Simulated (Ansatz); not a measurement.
# CoPdO2 (R-3m) in Ansatz: notebook

One crystal, CoPdO2, is run at these levels: r2SCAN; tasks: single point, equation of state.

All numbers are computed with Ansatz 0.2.0; they aren't measurements. Logs are shortened: lines on timing, memory, paths and dates and some standing lists are left out, and cuts for length are marked.

### Step 1. The crystal as given

Symmetry: R-3m, No. 166, trigonal system. Conventional cell: a = 2.863 Å, b = 2.863 Å, c = 17.873 Å, α = 90.00°, β = 90.00°, γ = 120.00°. Pd (site symmetry -3m) has 2 O at 2.01 Å as nearest neighbours. Co (site symmetry -3m) has 6 O at 1.92 Å as nearest neighbours. O (site symmetry 3m) is surrounded by 3 Co at 1.92 Å and 1 Pd at 2.01 Å.

The cell is a database's computed one.

### Step 2. Single point, r2SCAN, collinear spin, ferromagnetic start, 9.94 Å³/atom (volume scaled by 0.94)

Contents of input.yaml:

```yaml
crystal:
  lattice:
    - [1.4024635453, 0.8097127054, 5.836150275]
    - [-1.4024635453, 0.8097127054, 5.836150275]
    - [0.0, -1.6194254107, 5.836150275]
  atoms:
    - { symbol: Pd, position: [0.0, 0.0, 0.0] }
    - { symbol: Co, position: [0.5, 0.5, 0.5], spin: 2.0 }
    - { symbol: O, position: [0.112476, 0.112476, 0.112476] }
    - { symbol: O, position: [0.887524, 0.887524, 0.887524] }
hamiltonian:
  xc: r2scan
  pseudopotentials: { kind: paw }
magnetization:
  spin_polarized: true
kpoints:
  mp_grid: { grid: [11, 11, 11] }
scf:
  occupations: { method: fermi_dirac, width: 0.05 }
output:
  forces: true
  stress: true
  eigenvalues: true
  write_density: true
  write_potential: true
  elf: true
  volumetric_format: npy
```

Potentials or basis: Ansatz PAW.

Run with:

```bash
$ ansatz run input.yaml --threads 2 --pin off --max-ram 5632MiB --backend cpu --events-out ev --progress --plain --runs-dir out
```

Standard output:

```text
Warning: RAYON_NUM_THREADS=2 ignored (pool sized by the plan → 2); use --threads N
basis.fft_grid_basis auto: the FFT boxes are laid along the combinations [[1, -1, 0], [0, 1, 0], [0, -1, 1]] of the cell's own vectors, 2.805, 6.057 and 2.805 Å long. The dense box has 24×45×24 points. Along the cell's own vectors, as sized, it would have 45×45×45, 3.52 times as many. Of the 12 symmetry operations that the crystal satisfies within crystal.symmetry.tolerance (time reversal apart; of a slab, those that keep its plane) the dense box along the cell's own vectors carries 12, and the one as laid loses 8 of those. basis.fft_grid_basis: typed keeps the cell's own vectors: state it where this run's energies or levels are differenced outside the engine with another run's, or held beside a run that keeps those vectors. Those combinations have planes normal to reciprocal vector 3, as the cell's own vectors have. Each planar average written beside output.write_density, output.write_potential has a row for each plane of the box: 24. The volumetric files lie along those combinations, not along the cell's own vectors: a cube or XSF file states them, and fields.json those of NumPy files.
Engine: ansatz 0.2.0, x86_64-unknown-linux-gnu
Pseudopotentials: kind: paw
Pseudopotential: Pd, paw, valence charge 18, recommended cutoff 500 eV (meta_gga), Pd.paw.azcp
Pseudopotential: Co, paw, valence charge 17, recommended cutoff 500 eV (meta_gga), Co.paw.azcp
Pseudopotential: O, paw, valence charge 6, recommended cutoff 500 eV (meta_gga), O.paw.azcp
Functional definition: r2SCAN
  parameter k0 = 0.174
  parameter k1 = 0.065
  parameter a1 = 4.9479
  exchange = r2scan_x(k0 = k0, k1 = k1, a1 = a1)
  correlation = r2scan_c
Crystal: 4 atoms, lattice volume = 39.765 Å³
Basis set: ecut = 500 eV, 993 PW (Γ), FFT grids on a1−a2, a2, −a2+a3, exchange–correlation on 96×180×96 points (64 copies of the dense FFT grid, shifted against one another)
Bands: 30, of which v1, the nominal top of the filled ones, is band 24 counted from 1 (23 counted from 0)
Symmetry: 12 space group operations
Space group: R-3m (ITA 166), of the structure as read, at distance tolerance 3.4e-5 Å
Magnetic group: BNS 166.97 (UNI 1327), of the structure as read, at distance tolerance 3.4e-5 Å
k-points: 146 of 1331
Non-local potential: Pd, projectors of the file, l = 0: 2, l = 1: 2, l = 2: 2, l = 3: 1
Non-local potential: Co, projectors of the file, l = 0: 3, l = 1: 2, l = 2: 3, l = 3: 1
Non-local potential: O, projectors of the file, l = 0: 2, l = 1: 2, l = 2: 1
PAW form: soft (Blöchl's): semilocal exchange-correlation on the pseudo side does not see the compensation charge
PAW frozen core: Pd, regenerated for the run's functional (the file was generated under x = pbe(κ = 0.804, μ = 0.2195149727645171), c = pbe(β = 0.06672455060314922))
PAW frozen core: Co, regenerated for the run's functional (the file was generated under x = pbe(κ = 0.804, μ = 0.2195149727645171), c = pbe(β = 0.06672455060314922))
PAW frozen core: O, regenerated for the run's functional (the file was generated under x = pbe(κ = 0.804, μ = 0.2195149727645171), c = pbe(β = 0.06672455060314922))
PAW one-centre angular grid: Pd, 590 points (default); XC on 160 Gauss nodes
PAW one-centre angular grid: Co, 590 points (default); XC on 160 Gauss nodes
PAW one-centre angular grid: O, 302 points (default); XC on 160 Gauss nodes
Initial density: superposition of atomic densities (chi_scale 0.1, normalization cell, long waves kept (reshape's long-wave potential 0.31 eV rms))
Starting moments: Σ|m| = 2 μB on 1 of 4 sites
Initial wavefunctions: pseudopotential atomic-orbital guess
Functional: x = r2scan, c = r2scan; τ floored in thin density (d = 2e-4 eV/Å³)
SCF iter   1: F=—  HF=-13250.061685 eV  |F-HF|=—  |Δ(HF+E_count)|=         —  Δρ=9.67e-2 (↑9.67e-2 ↓8.64e-2)  dr2=1.57e1  dr2_τ=1.23e-1  dr2_m=1.13e-1  M=1.671 μB ∫|m|=2.022 μB  β_m=1.00  ethr=3.10e-3  ⟨swp⟩=5.5  Hψ=32619  notcnv=0
Mixer restart at iter 1: flushing history
preconditioner: auto → Kerker (q_TF=auto, 2.805 Å⁻¹)  [metal: Δε(μ)=0.001 eV  Ē_g=12.740 eV  σ=0.050 eV  W_gap=0.01  n_scr=16 (ndim 8)  ℏωp=32.8 eV  f_vac=0.000  D(μ)=7.16/eV (n_scr^D=136)]
[... 15 lines left out ...]
SCF iter  15: F=—  HF=-13253.538139 eV  |F-HF|=—  |Δ(HF+E_count)|=   6.07e-7  Δρ=6.12e-5 (↑3.79e-5 ↓6.12e-5)  dr2=2.82e-6  dr2_τ=4.40e-8  dr2_m=6.92e-8  M=-0.000 μB ∫|m|=0.000 μB  β_m=0.30  ethr=5.91e-9  ⟨swp⟩=2.0  Hψ=14180  notcnv=0  defer=433  κ⁻¹=1.8e-6(r=8)
SCF iter  16: F=—  HF=-13253.538138 eV  |F-HF|=—  |Δ(HF+E_count)|=   2.38e-7  Δρ=1.08e-5 (↑1.08e-5 ↓1.08e-5)  dr2=6.95e-8  dr2_τ=5.90e-9  dr2_m=2.02e-8  M=-0.000 μB ∫|m|=0.000 μB  β_m=0.30  ethr=5.91e-9  ⟨swp⟩=2.1  Hψ=12318  notcnv=0  defer=433  κ⁻¹=7.6e-6(r=8)
SCF iter  17: F=—  HF=-13253.538138 eV  |F-HF|=—  |Δ(HF+E_count)|=   4.96e-8  Δρ=8.68e-6 (↑6.67e-6 ↓8.68e-6)  dr2=4.19e-8  dr2_τ=1.27e-9  dr2_m=2.74e-9  M=0.000 μB ∫|m|=0.000 μB  β_m=0.30  ethr=1.48e-10  ⟨swp⟩=2.0  Hψ=14282  notcnv=0  defer=433  κ⁻¹=4.1e-6(r=8)
SCF iter  18: F=—  HF=-13253.538138 eV  |F-HF|=—  |Δ(HF+E_count)|=   1.81e-8  Δρ=2.73e-6 (↑1.92e-6 ↓2.73e-6)  dr2=4.03e-9  dr2_τ=1.56e-10  dr2_m=3.05e-10  M=0.000 μB ∫|m|=0.000 μB  β_m=0.37  ethr=8.92e-11  ⟨swp⟩=2.0  Hψ=14106  notcnv=0  defer=433  κ⁻¹=1.2e-5(r=8)
SCF iter  19: F=—  HF=-13253.538138 eV  |F-HF|=—  |Δ(HF+E_count)|=  5.71e-10  Δρ=1.66e-6 (↑1.66e-6 ↓1.65e-6)  dr2=2.06e-9  dr2_τ=4.80e-11  dr2_m=9.11e-11  M=0.000 μB ∫|m|=0.000 μB  β_m=0.34  ethr=8.58e-12  ⟨swp⟩=10.1  Hψ=52296  notcnv=0  κ⁻¹=1.4e-6(r=8)
SCF iter  20: F=-13253.538138 eV  HF=-13253.538138 eV  |F-HF|=1.76e-10  |Δ(HF+E_count)|=  2.73e-10  Δρ=9.51e-7 (↑9.51e-7 ↓8.19e-7)  dr2=9.45e-10  dr2_τ=6.47e-12  dr2_m=1.68e-11  M=0.000 μB ∫|m|=0.000 μB  ethr=4.37e-12  ⟨swp⟩=6.3  Hψ=41755  notcnv=0
SCF 1 converged in 20 iterations: F = -13253.538138 eV  dr2 = 9.45e-10
WARN: the starting moments were not kept: the SCF closed with an absolute magnetisation of 8.9e-6 μB, where they sum to 2 μB in size (1 site). That is at most 0.1 of that sum. Measured as dr2_m measures the in/out step, that magnetisation stands 3.4e-11 eV from none, at or under the dr2_threshold of 1.0e-7 eV: it is no larger than a step whose dr2_m would equal this threshold. The system may hold no moment; this SCF shows only that its start led to no more than that. To try another start: raise the starting moments (crystal.atoms[].spin, magnetization.per_species, magnetization.initial_magnetization, or on a non-collinear deck that types none of these the spinor_matrix: blocks that start its atoms; where the total moment is fixed, keep their sum and leave initial_magnetization as it is; typed ones take the place of any that the run laid by itself, positive ones on a crystal's lanthanoids without a Hubbard term where scf.initial_density.shell_occupations: [] is typed) or, if the notice of its spin-set hold's release reads "site moments contracting" or "site moments show no strong build", lengthen the hold (scf.mixing.spin_hold: { on: { confirm: 4 } }; for m-r²SCAN on two components see the key's manual first). Each may lead to a state that holds a moment. A second SCF, from the converged charge density, with the starting moments and any scf.initial_density.shell_occupations laid on it anew, would have followed, and was not run: the deck does not ask for one (magnetization.retry_lost_moments is false, the default). To let it run, set magnetization.retry_lost_moments: true and run the deck again, where that key's refused combinations let it; where memory then withholds it, that run's warning says so.
this state was not tested for a lower state beside it, because the mixer in use, unlike msr1, does not test its closes by its own steps (another_mixer; see scf.mixing.algorithm and scf.lower_state_search)
SCF converged after 20 iterations
Magnetization: 0.0000 μB (23.5000 up, 23.5000 down)
Absolute magnetization: 0.0000 μB (∫|ρ↑−ρ↓|, with the PAW one-centre terms)
Spin contamination: 0.0000 ħ² per cell (⟨S²⟩ above its minimum at these occupations)
Per-site moments (μB) at R_I (Å): [(1.3722753714646997e-7, 0.8123282124344887), (-2.499809857057546e-6, 0.7742208419569915), (2.0103511094895218e-6, 0.7742208419569915), (2.0103511095765735e-6, 0.7742208419569915)]
Free energy (F): -13253.538138 eV
Harris-Foulkes:  -13253.538138 eV  (|F-HF|=1.76e-10)
Internal energy: -13253.536252 eV  (E = F + TS)
E sigma→0 (E₀):  -13253.537195 eV
Entropy (-TS):   -0.001887 eV (-0.472 meV/atom)
Fermi energy:    15.205150 eV
--- Per-component energies (eV) ---
  E_band       = -516.714632
  E_kinetic    = 1320.565097
  E_local      = -5918.563253  (includes V_loc(G=0)·N_el)
  E_nonlocal   = 769.579912
  E_hartree    = 2429.911893
  E_xc         = -464.029531
  E_vxc        = -671.291153  (∫ρ·V_xc dr)
  E_paw        = -5612.617766  (= ΣΔE_a)
  E_vpaw       = -921.043059  (= ΣTr[D̂ρ^β])
  E_aug_tail   = 0.002288  (compensation charges beyond the density's cutoff)
  E_vtau       = 44.210610  (kinetic-family band-sum trace: ∫τ·v_τ [+ j·A + Jᵃ·Aᵃ] dr)
  E_ewald      = -5777.573717
  E_core_change = -0.811175  (= ΣΔE_core)
  E_smearing   = -0.001887  (= −TS)
  E_closure    = 0.000000  (closes the sum)
  Σ components = -13253.538138   (vs F -13253.538138, Δ=0.00e0)
--- Forces (eV/Å), atoms counted from 1 ---
  atom   1  Pd     0.00000000     0.00000000    -0.00000000
  atom   2  Co     0.00000000     0.00000000    -0.00000000
  atom   3  O      0.00000000     0.00000000     0.03077680
  atom   4  O      0.00000000    -0.00000000    -0.03077680
  max |Σ_I F_I| component: 3.47e-18 eV/Å
--- Stress (GPa, compression-positive) ---
        5.624739       0.000000       0.000000
        0.000000       5.624739       0.000000
        0.000000       0.000000      10.888712
  P = ⅓ Tr σ = 7.3794 GPa (73.794 kbar)
--- Band table (eV; the first three rows and the last of 292) ---
  k-point 0 ↑: bands = ["-83.6989", "-71.6046", "-45.5642", "-45.5642", "-45.4988", "-36.8634", "-36.1748", "-36.1748", "-7.1138", "-5.0663", "6.1959", "8.8156", "8.8156", "10.0131", "11.2118", "12.2904", "12.2904", "12.5394", "12.5394", "13.2178", "13.2178", "13.7261", "13.7261", "13.9675", "17.9324", "17.9324", "18.9756", "22.4314", "25.8014", "28.4942"]
[... 3 lines left out ...]
```

Wall time 21 s (2 threads of AMD EPYC 9R45 (Zen 5), shared host); peak memory 0.77 GiB.

Results:

| Quantity | Value |
| --- | --- |
| Free energy | -13253.5381 eV |
| Pressure | 7.4 GPa |
| Band gap on the k mesh | none (metal or under the smearing width) |
| Net moment | 0.00 μB per cell |
| Absolute moment | 0.00 μB per cell |

Caveat: the magnetic or orbital state may not be the lowest; the starting moments collapsed, and a magnetic state may lie lower; semilocal functionals often make such compounds metallic where correlation or magnetic order opens a gap, which also shifts bond lengths; the PAW data sets come from PBE, with cores solved anew for the run's functional, which leaves a small shift of forces and pressure; the starting moments weren't kept.

[end of part 1 of 2]
